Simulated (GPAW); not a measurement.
# Fe2Ge (P6/mmm) in GPAW: further runs

One crystal, Fe2Ge, is run at these levels: PBEsol+U; tasks: band structure.

Everything below comes from runs of GPAW 26.7.0. Logs are shortened: lines on timing, memory, paths and dates and some standing lists are left out, and cuts for length are marked. The log counts tension as positive stress, the text compression.

### 1 Starting point

Symmetry: P6/mmm, No. 191, hexagonal system. Conventional cell: a = 4.164 Å, b = 4.164 Å, c = 2.626 Å, α = 90.00°, β = 90.00°, γ = 120.00°. Ge (site symmetry 6/mmm) has 2 Ge at 2.63 Å and 12 Fe at 2.74 Å as nearest neighbours. Fe (site symmetry -6m2) is surrounded by 5 Fe at 2.40 to 2.63 Å and 6 Ge at 2.74 Å.

The cell comes from a database or a generator and needn't be the stable form of this composition.

### 2 Band structure, PBEsol+U, collinear spin, ferromagnetic start

Input file run.py:

```python
from ase import Atoms
from ase.dft.bandgap import bandgap
from ase.io import write
from ase.units import GPa
from gpaw import GPAW, PW, setup_paths

setup_paths.insert(0, '.')

atoms = Atoms(['Ge', 'Fe', 'Fe'],
              cell=[[4.1636340796, 0.0, 0.0],
                    [-2.0818170398, 3.605812885, 0.0],
                    [0.0, 0.0, 2.626466]],
              scaled_positions=[[0.0, 0.0, 0.0],
                                [0.3333333333, 0.6666666667, 0.5],
                                [0.6666666667, 0.3333333333, 0.5]],
              pbc=True)
atoms.set_initial_magnetic_moments([0.0, 3.0, 3.0])

calc = GPAW(mode=PW(600),
            xc='PBEsol',
            kpts={'size': (6, 6, 7), 'gamma': True},
            occupations={'name': 'fermi-dirac', 'width': 0.05},
            setups={'Fe': ':d,3.0'},
            nbands=23,
            convergence={'density': 1e-05, 'energy': 1e-05},
            maxiter=150,
            txt='gpaw.txt')
atoms.calc = calc
energy = atoms.get_potential_energy()
forces = atoms.get_forces()
stress = atoms.get_stress()
calc.write('gs.gpw')
write('result.traj', atoms)
print(f'Energy: {energy:.6f} eV')
print('Forces (eV/A):')
print(forces.round(4))
print('Stress (GPa):', (stress / GPa).round(3))
print('Moments:', calc.get_magnetic_moments().round(3))
print('Fermi level:', round(calc.get_fermi_level(), 4), 'eV')
print(f'Gap: {bandgap(calc)[0]:.4f} eV, direct: {bandgap(calc, direct=True)[0]:.4f} eV')

path = atoms.cell.bandpath('GMKGALHA,LM,KH', npoints=80, eps=1e-4)
bs_calc = calc.fixed_density(kpts=path, symmetry='off', nbands=34,
                             convergence={'bands': 'CBM+6.0', 'eigenstates': 1e-6}, txt='bands.txt')
bs = bs_calc.band_structure()
bs.write('bs.json')
print(f'Gap on the path: {bandgap(bs_calc)[0]:.4f} eV')
```

Potentials or basis: PAW data sets generated in the run's folder for this functional, pw.

Started as:

```bash
$ gpaw-setup -f PBEsol Fe Ge
$ OMP_NUM_THREADS=1 python run.py
```

gpaw.txt:

```text
__  _  _
 | _ |_)|_||  |
 |__||  | ||/\| - 26.7.0

Input parameters:
  mode=PW(ecut=600.0),
  convergence={'density': 1e-05, 'energy': 1e-05},
  kpts=MonkhorstPack(size=(6, 6, 7), gamma=True),
  maxiter=150,
  nbands=23,
  occupations=Occupations(name='fermi-dirac', width=0.05),
  setups={'Fe': ':d,3.0'},
  xc=XC(name='PBEsol')

Diagonalizing LCAO Hamiltonian
Converting LCAO to pw mode

         Fe
             Fe

       Ge

Atoms  # Å, Bohr magnetons
|   | symbol |         x |        y |        z |    initial magnetic moments |
|---|--------|-----------|----------|----------|-----------------------------|
| 0 |     Ge |  0.000000 | 0.000000 | 0.000000 | ( 0.0000,  0.0000,  0.0000) |
| 1 |     Fe | -0.000000 | 2.403875 | 1.313233 | ( 0.0000,  0.0000,  3.0000) |
| 2 |     Fe |  2.081817 | 1.201938 | 1.313233 | ( 0.0000,  0.0000,  3.0000) |

Unit cell  # Å
| periodic |         x |        y |        z |  lengths |     angles |
|----------|-----------|----------|----------|----------|------------|
|      yes |  4.163634 | 0.000000 | 0.000000 | 4.163634 |  90.000000 |
|      yes | -2.081817 | 3.605813 | 0.000000 | 4.163634 |  90.000000 |
|      yes |  0.000000 | 0.000000 | 2.626466 | 2.626466 | 120.000000 |

Number of symmetries: 24
Symmetry operations  # r_c * U_cc + t_c -> r_c
|    | kind |            matrix            |
|----|------|------------------------------|
|  0 |  σ   |  1, 1, 0,  0,-1, 0,  0, 0, 1 |
|  1 |  C2  |  1, 1, 0,  0,-1, 0,  0, 0,-1 |
|  2 |  C6  |  1, 1, 0, -1, 0, 0,  0, 0, 1 |
|  3 |  S6  |  1, 1, 0, -1, 0, 0,  0, 0,-1 |
|  4 |  E   |  1, 0, 0,  0, 1, 0,  0, 0, 1 |
|  5 |  σ   |  1, 0, 0,  0, 1, 0,  0, 0,-1 |
|  6 |  σ   |  1, 0, 0, -1,-1, 0,  0, 0, 1 |
|  7 |  C2  |  1, 0, 0, -1,-1, 0,  0, 0,-1 |
|  8 |  σ   |  0, 1, 0,  1, 0, 0,  0, 0, 1 |
|  9 |  C2  |  0, 1, 0,  1, 0, 0,  0, 0,-1 |
| 10 |  C3  |  0, 1, 0, -1,-1, 0,  0, 0, 1 |
| 11 |  S3  |  0, 1, 0, -1,-1, 0,  0, 0,-1 |
| 12 |  C6  |  0,-1, 0,  1, 1, 0,  0, 0, 1 |
| 13 |  S6  |  0,-1, 0,  1, 1, 0,  0, 0,-1 |
| 14 |  σ   |  0,-1, 0, -1, 0, 0,  0, 0, 1 |
| 15 |  C2  |  0,-1, 0, -1, 0, 0,  0, 0,-1 |
| 16 |  σ   | -1, 0, 0,  1, 1, 0,  0, 0, 1 |
| 17 |  C2  | -1, 0, 0,  1, 1, 0,  0, 0,-1 |
| 18 |  C2  | -1, 0, 0,  0,-1, 0,  0, 0, 1 |
| 19 |  i   | -1, 0, 0,  0,-1, 0,  0, 0,-1 |
| 20 |  C3  | -1,-1, 0,  1, 0, 0,  0, 0, 1 |
| 21 |  S3  | -1,-1, 0,  1, 0, 0,  0, 0,-1 |
| 22 |  σ   | -1,-1, 0,  0, 1, 0,  0, 0, 1 |
| 23 |  C2  | -1,-1, 0,  0, 1, 0,  0, 0,-1 |

BZ-sampling:
  Number of BZ points: 252
  Number of IBZ points: 28

  Monkhorst-Pack size: [6, 6, 7]
  Monkhorst-Pack shift: [0.08333333333333333, 0.08333333333333333, 0.0]

K-points  # in reciprocal-cell coordinates
|     |                                coordinates |     weight |
|-----|--------------------------------------------|------------|
|   0 | (  0.00000000,   0.00000000,   0.00000000) | 0.00396825 |
|   1 | (  0.00000000,   0.00000000,   0.14285714) | 0.00793651 |
|   2 | (  0.00000000,   0.00000000,   0.28571429) | 0.00793651 |
|   3 | (  0.00000000,   0.00000000,   0.42857143) | 0.00793651 |
|   4 | (  0.16666667,   0.00000000,   0.00000000) | 0.02380952 |
|   5 | (  0.16666667,   0.00000000,   0.14285714) | 0.04761905 |
|   6 | (  0.16666667,   0.00000000,   0.28571429) | 0.04761905 |
|   7 | (  0.16666667,   0.00000000,   0.42857143) | 0.04761905 |
|   8 | (  0.33333333,  -0.16666667,   0.00000000) | 0.02380952 |
|   9 | (  0.33333333,  -0.16666667,   0.14285714) | 0.04761905 |
| ... |                                            |            |
|  27 | (  0.50000000,   0.50000000,   0.42857143) | 0.02380952 |

Plane wave coefficients: 1337
Cutoff: 600.0 eV

Spin-components: 2 (collinear spins)
Bands:           23
Projectors:      17
Spin-degeneracy: 1
Datatype:        complex128

Parallelization:
  kpt:    1
  domain: 1
  band:   1

Density:
  Valence electrons: 20.0
  Components: 2
  Grid points: [24 24 15]
  Charge: 0.0  # |e|

Potential:
  Grid points: [24 24 15]

species:
  Ge:
    name:    Germanium
    Z:       32.0
    valence: 4
    core:    28
    charge:  0.0  # [|e|]
    compensation charges:
      type: gauss
      rc: 0.32  # [Å]
      lmax: 2
    cutoffs:
      filter: 1.77  # [Å]
      core: 3.42  # [Å]
    projectors
    | kind |    occ | energy [eV] | rcut [Å] |
    |------|--------|-------------|----------|
    |   4s |  2.000 |     -11.738 |    1.005 |
    |   4p |  2.000 |      -3.898 |    1.005 |
    |    s |        |      15.473 |    1.005 |
    |    p |        |      23.314 |    1.005 |
    |    d |        |       0.000 |    1.005 |

    Using partial waves for Ge as LCAO basis

  Fe:
    name:    Iron
    Z:       26.0
    valence: 8
    core:    18
    charge:  0.0  # [|e|]
    Hubbard: {U: 3.0,  # eV
              l: 2,
              scale: True}
    compensation charges:
      type: gauss
      rc: 0.33  # [Å]
      lmax: 2
    cutoffs:
      filter: 2.06  # [Å]
      core: 2.67  # [Å]
    projectors
    | kind |    occ | energy [eV] | rcut [Å] |
    |------|--------|-------------|----------|
    |   4s |  2.000 |      -5.310 |    1.164 |
    |   4p |  0.000 |      -1.300 |    1.058 |
    |   3d |  6.000 |      -7.529 |    1.058 |
    |    s |        |      21.902 |    1.164 |
    |    p |        |      25.911 |    1.058 |
    |    d |        |      19.682 |    1.058 |

    Using partial waves for Fe as LCAO basis

Reference energy: -126230.059139  # eV

eigensolver:
  PPCG
  Converge bands: occupied
  niter=2

density mixing:
  MSR1-Mixer
  Pratt-step length: 0.05
  Maximum mixing coefficient: 0.75
  Old densities: 10
  SVD Regularization: 0.005
  Good broyden scale: 1.0
  Trust region scale: 1.0
  Backstep threshold: 4.0
  History deletion threshold: 6.0
  Fourier metric: weight=20.0, sigma=0.015

occupation numbers:
  Fermi-Dirac:
    width: 0.0500  # eV

poisson solver:
  ecut: 4800.0  # eV

xc functional:
  name: PBEsol with 2 nearest neighbor stencil

convergence criteria:
- Maximum integral of absolute [dens]ity change: 1e-05 electrons / valence electron
- Maximum [total energy] change in last 3 cyles: 1e-05 eV / valence electron
- Maximum integral of absolute [eigenst]ate change: 4e-08 eV^2 / valence electron
maximum number of iterations: 150

SCF iterations
|iter     | |      energy | eigst |  dens |  magmom |
|---------|-|-------------|-------|-------|---------|
|iter:   1| |  -19.520994 | +0.23 |       |  +6.0109|
|iter:   2| |  -19.432424 | -1.93 | -0.92 |  +5.9871|
|iter:   3| |  -19.558259 | -2.14 | -0.96 |  +5.8295|
|iter:   4| |  -19.774820 | -2.37 | -1.25 |  +5.7940|
|iter:   5| |  -19.864978 | -2.83 | -1.52 |  +5.7655|
|iter:   6| |  -19.872362 | -3.81 | -2.06 |  +5.7633|
|iter:   7| |  -19.880745 | -3.89 | -2.28 |  +5.7501|
|iter:   8| |  -19.881265 | -4.70 | -2.75 |  +5.7420|
|iter:   9| |  -19.881317 | -5.42 | -3.25 |  +5.7376|
|iter:  10| |  -19.881310c| -6.43 | -3.66 |  +5.7367|
|iter:  11| |  -19.881310c| -7.78c| -4.35 |  +5.7366|
|iter:  12| |  -19.881310c| -7.87c| -4.81 |  +5.7365|
|iter:  13| |  -19.881310c| -8.75c| -5.43c|  +5.7365|

Converged in 13 steps
Energy contributions relative to reference atoms: (reference = -126230.059139)

Energy contributions:
  Kinetic:          55.911482
  Coulomb:         -45.304916
  Zero:             -0.026290
  External:          0.000000
  Xc:              -30.455411
  Entropy:          -0.012350
  Spinorbit:         0.000000
  ----------------------------
  Free energy:     -19.887485
  Extrapolated:    -19.881310

dipole moment: (-6.785580, -11.752970, -8.560837)  # |e|*Ang

Total magnetic moment: (0.000000, 0.000000, 5.736510)

Local magnetic moments
|        x |        y |         z |
|----------|----------|-----------|
| 0.000000 | 0.000000 | -0.004281 |  # Ge   0
| 0.000000 | 0.000000 |  2.880982 |  # Fe   1
| 0.000000 | 0.000000 |  2.880982 |  # Fe   2

Fermi level: 10.650
Eigenvalues  # (at kpt = [0.000, 0.000, 0.000])
| band index |      eig [eV] | occ [0-1] |      eig [eV] | occ [0-1] |
|------------|---------------|-----------|---------------|-----------|
|          0 |        -2.384 |     1.000 |        -2.321 |     1.000 |
|        ... |               |           |               |           |
|          2 |         4.776 |     1.000 |         6.500 |     1.000 |
|          3 |         5.166 |     1.000 |         7.659 |     1.000 |
|          4 |         6.092 |     1.000 |         8.920 |     1.000 |
|          5 |         6.093 |     1.000 |         9.484 |     1.000 |
|          6 |         6.141 |     1.000 |         9.485 |     1.000 |
|          7 |         6.426 |     1.000 |        11.066 |     0.000 |
|          8 |         6.426 |     1.000 |        12.397 |     0.000 |
|          9 |         7.210 |     1.000 |        12.398 |     0.000 |
|         10 |         7.210 |     1.000 |        13.495 |     0.000 |
|         11 |        10.339 |     0.998 |        13.495 |     0.000 |
|         12 |        11.562 |     0.000 |        14.084 |     0.000 |
|         13 |        11.562 |     0.000 |        14.085 |     0.000 |
|         14 |        12.819 |     0.000 |        14.497 |     0.000 |
|         15 |        12.819 |     0.000 |        14.497 |     0.000 |
|         16 |        17.050 |     0.000 |        18.231 |     0.000 |
|        ... |               |           |               |           |
|         22 |        30.979 |     0.000 |        31.201 |     0.000 |

No gap
No difference between direct/indirect transitions

Forces  # eV/Ang
|        x |        y |       z |
|----------|----------|---------|
|  0.00000 |  0.00000 | 0.00000 |  # Ge   0
| -0.00000 |  0.00000 | 0.00000 |  # Fe   1
| -0.00000 | -0.00000 | 0.00000 |  # Fe   2

Stress tensor  # eV/Ang^3
|         x |         y |        z |
|-----------|-----------|----------|
| -0.042713 |  0.000000 | 0.000000 |
|  0.000000 | -0.042713 | 0.000000 |
|  0.000000 |  0.000000 | 0.020046 |

# Writing to gs.gpw (mode='')
```

It took 1.9 min on 1 thread of Arm Neoverse V1, shared host; peak memory 0.34 GiB.

Results:

```
Free energy             : -19.8875 eV
Pressure                : 3.5 GPa
Band gap along the path : none (metal or under the smearing width)
Net moment              : 5.74 μB per cell
Site moments            : Ge -0.00; Fe +2.88 μB
```

Levels at the corners of the path, in eV from the Fermi level:
Spin up:
| point | band 11 | band 12 | band 13 | band 14 | band 15 | band 16 |
| --- | --- | --- | --- | --- | --- | --- |
| Γ | -3.44 | -0.31 | 0.91 | 0.91 | 2.17 | 2.17 |
| M | -3.32 | -3.18 | -2.76 | 1.09 | 9.03 | 9.10 |
| K | -3.87 | -3.27 | -2.55 | 5.37 | 5.94 | 5.94 |
| Γ | -3.44 | -0.31 | 0.91 | 0.91 | 2.17 | 2.17 |
| A | -2.02 | -1.97 | 3.00 | 3.00 | 4.21 | 5.55 |
| L | -2.47 | -1.75 | -1.74 | 1.35 | 3.17 | 3.25 |
| H | -2.87 | -2.47 | -0.38 | -0.38 | 1.57 | 1.57 |
| A | -2.02 | -1.97 | 3.00 | 3.00 | 4.21 | 5.55 |
| L | -2.47 | -1.75 | -1.74 | 1.35 | 3.17 | 3.25 |
| M | -3.32 | -3.18 | -2.76 | 1.09 | 9.03 | 9.10 |
| K | -3.87 | -3.27 | -2.55 | 5.37 | 5.94 | 5.94 |
| H | -2.87 | -2.47 | -0.38 | -0.38 | 1.57 | 1.57 |
Spin down:
```
point  band 5  band 6  band 7  band 8  band 9  band 10
    Γ   -1.73   -1.17   -1.16    0.42    1.75     1.75
    M   -2.10   -1.66   -1.41    1.10    1.54     1.59
    K   -1.89   -1.61   -0.77   -0.77    1.21     2.19
    Γ   -1.73   -1.17   -1.16    0.42    1.75     1.75
    A   -0.75   -0.75   -0.70   -0.70   -0.12    -0.12
    L   -2.51   -1.37   -0.92    1.34    1.52     1.81
    H   -1.75   -1.75   -0.53    0.74    0.74     1.01
    A   -0.75   -0.75   -0.70   -0.70   -0.12    -0.12
    L   -2.51   -1.37   -0.92    1.34    1.52     1.81
    M   -2.10   -1.66   -1.41    1.10    1.54     1.59
    K   -1.89   -1.61   -0.77   -0.77    1.21     2.19
    H   -1.75   -1.75   -0.53    0.74    0.74     1.01
```

Caveat: the U is typed as a test and isn't derived for this compound.

### 3 Band structure, PBEsol+U, collinear spin, ferromagnetic start

Edit run.py of step 2 so:

```diff
@@ -22,3 +22,3 @@
             occupations={'name': 'fermi-dirac', 'width': 0.05},
-            setups={'Fe': ':d,3.0'},
+            setups={'Fe': ':d,4.0'},
             nbands=23,
```

Potentials or basis: PAW data sets generated in the run's folder for this functional, pw.

Started as:

```bash
$ gpaw-setup -f PBEsol Fe Ge
$ OMP_NUM_THREADS=1 python run.py
```

Run time: 1.9 min. Hardware: 1 thread of Arm Neoverse V1, shared host; peak memory 0.34 GiB.

Results (log left out):

```
Free energy             : -18.8539 eV
Pressure                : 6.0 GPa
Band gap along the path : none (metal or under the smearing width)
Net moment              : 5.80 μB per cell
Site moments            : Ge -0.01; Fe +2.96 μB
```

Stress tensor (GPa, compression positive):
```
 9.86  0.00  0.00
 0.00  9.86  0.00
 0.00  0.00 -1.85
```

Levels at the corners of the path, in eV from the Fermi level:
Spin up:
| point | band 9 | band 10 | band 11 | band 12 | band 13 | band 14 | band 15 | band 16 | band 17 |
| --- | --- | --- | --- | --- | --- | --- | --- | --- | --- |
| Γ | -4.80 | -4.03 | -4.03 | -0.41 | 0.59 | 0.59 | 2.03 | 2.03 | 6.27 |
| M | -4.21 | -3.91 | -3.80 | -3.77 | -3.36 | 0.85 | 8.96 | 9.01 | 9.80 |
| K | -4.62 | -4.45 | -4.45 | -3.86 | -3.20 | 5.25 | 5.78 | 5.78 | 9.12 |
| Γ | -4.80 | -4.03 | -4.03 | -0.41 | 0.59 | 0.59 | 2.03 | 2.03 | 6.27 |
| A | -4.82 | -4.82 | -2.52 | -2.36 | 2.87 | 2.87 | 4.17 | 5.45 | 7.19 |
| L | -3.62 | -3.20 | -3.06 | -2.20 | -1.97 | 1.13 | 2.99 | 3.17 | 3.20 |
| H | -3.36 | -3.36 | -3.31 | -3.13 | -0.58 | -0.58 | 1.39 | 1.39 | 7.88 |
| A | -4.82 | -4.82 | -2.52 | -2.36 | 2.87 | 2.87 | 4.17 | 5.45 | 7.19 |
| L | -3.62 | -3.20 | -3.06 | -2.20 | -1.97 | 1.13 | 2.99 | 3.17 | 3.20 |
| M | -4.21 | -3.91 | -3.80 | -3.77 | -3.36 | 0.85 | 8.96 | 9.01 | 9.80 |
| K | -4.62 | -4.45 | -4.45 | -3.86 | -3.20 | 5.25 | 5.78 | 5.78 | 9.12 |
| H | -3.36 | -3.36 | -3.31 | -3.13 | -0.58 | -0.58 | 1.39 | 1.39 | 7.88 |
Spin down:
```tsv
point	band 3	band 4	band 5	band 6	band 7	band 8	band 9	band 10	band 11	band 12
Γ	-4.19	-3.19	-1.93	-1.11	-1.11	0.30	2.23	2.23	3.37	3.37
M	-4.04	-3.44	-2.31	-1.79	-1.30	1.26	1.81	2.01	2.02	3.09
K	-6.84	-2.11	-2.11	-1.51	-0.67	-0.67	1.64	2.40	2.69	2.69
Γ	-4.19	-3.19	-1.93	-1.11	-1.11	0.30	2.23	2.23	3.37	3.37
A	-0.95	-0.95	-0.66	-0.66	-0.56	-0.56	0.03	0.03	0.65	1.39
L	-3.75	-2.91	-2.65	-1.36	-0.78	1.57	1.70	1.70	2.07	2.27
H	-3.51	-3.51	-1.86	-1.86	-0.42	0.83	0.83	1.32	2.52	2.61
A	-0.95	-0.95	-0.66	-0.66	-0.56	-0.56	0.03	0.03	0.65	1.39
L	-3.75	-2.91	-2.65	-1.36	-0.78	1.57	1.70	1.70	2.07	2.27
M	-4.04	-3.44	-2.31	-1.79	-1.30	1.26	1.81	2.01	2.02	3.09
K	-6.84	-2.11	-2.11	-1.51	-0.67	-0.67	1.64	2.40	2.69	2.69
H	-3.51	-3.51	-1.86	-1.86	-0.42	0.83	0.83	1.32	2.52	2.61
```

Caveat: the U is typed as a test and isn't derived for this compound. The state reached can hang on the start; a lower one may exist.
